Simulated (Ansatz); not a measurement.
**Ru: how the settings move a single-point run**

How sensitive is a single-point run of Ru to its settings? A reference run comes first, then one run with altered input.

Method: reference: DFT, PBE, all-electron PAW with datasets made for the crystal, scalar-relativistic, in Ansatz 0.2.0.

1 further run of the same task is left out (it didn't finish). Runs told in other sessions of the task aren't counted.

## 1. The system as given

Symmetry: P2_1/m, No. 11, monoclinic system. Conventional cell: a = 2.682 Å, b = 4.282 Å, c = 2.706 Å, α = 90.00°, β = 119.14°, γ = 90.00°. Ru (site symmetry m) has 12 Ru at 2.64 to 2.73 Å in its first shell of neighbours.

Cell or atoms stand a little off a more symmetric structure (P6_3/mmc at a tolerance of 0.3 Å), so results at this geometry aren't those of that ideal crystal.

Structure file:

```
Ru
1.0
     2.70580   -0.02706    0.00000
    -1.37633    2.35682    0.00000
     0.00000    0.00000    4.28190
Ru
2
Direct
  0.33333 0.66667 0.25000
  0.66667 0.33333 0.75000
```

## 2. Baseline

input.yaml

```yaml
crystal:
  lattice:
    - [2.7057993342, -0.0270579933, 0.0]
    - [-1.3763325767, 2.3568199577, 0.0]
    - [0.0, 0.0, 4.2819]
  atoms:
    - { symbol: Ru, position: [0.3333333333, 0.6666666667, 0.25] }
    - { symbol: Ru, position: [0.6666666667, 0.3333333333, 0.75] }
kpoints:
  mp_grid: { grid: [14, 14, 8] }
scf:
  occupations: { method: fermi_dirac, width: 0.03 }
hamiltonian:
  xc: pbe
  pseudopotentials: { kind: all_electron, datasets: crystal }
output:
  forces: true
  stress: true
  eigenvalues: true
  efg: { contact_densities: true }
```

On the command line:

```bash
$ ansatz run input.yaml --threads 1 --pin off --max-ram 2048MiB --backend cpu --events-out ev --progress --plain --runs-dir out
```

## 3. Changing settings: scf.algorithm density_mixing, n_extra_bands 8

Edit input.yaml of step 2 so:

```diff
@@ -12,2 +12,4 @@
   occupations: { method: fermi_dirac, width: 0.03 }
+  algorithm: density_mixing
+  n_extra_bands: 8
 hamiltonian:
```

What does the calculation give? Wanted: for each run, ending; energy change; pressure; gap; force.

The runs gave:

```tsv
run	ending	energy change	pressure (GPa)	gap (eV)	force (eV/Å)	cycles	time
reference	converged	0	4.6	0.00	0.09	8	38 s
1: scf.algorithm density_mixing, n_extra_bands 8	converged	0.0 meV/atom	4.6	0.00	0.09	7	41 s
```

Residual by cycle in the longest SCF loop of each run; runs are numbered as in the table. The quantity is the density residual dr2, in eV.

```tsv
cycle	reference	run 1
1	5.43	5.42
2	1.45	1.43
3	0.0944	0.0857
4	0.0034	0.00269
5	3.1e-4	4.6e-4
6	5.8e-6	4.8e-6
7	2.1e-8	4.2e-9
8	1.9e-8	-
```

**Reading.** Same state: the changed solver and band count leaves the energy within 0.5 meV/atom. Cost: 7 SCF cycles against 8.
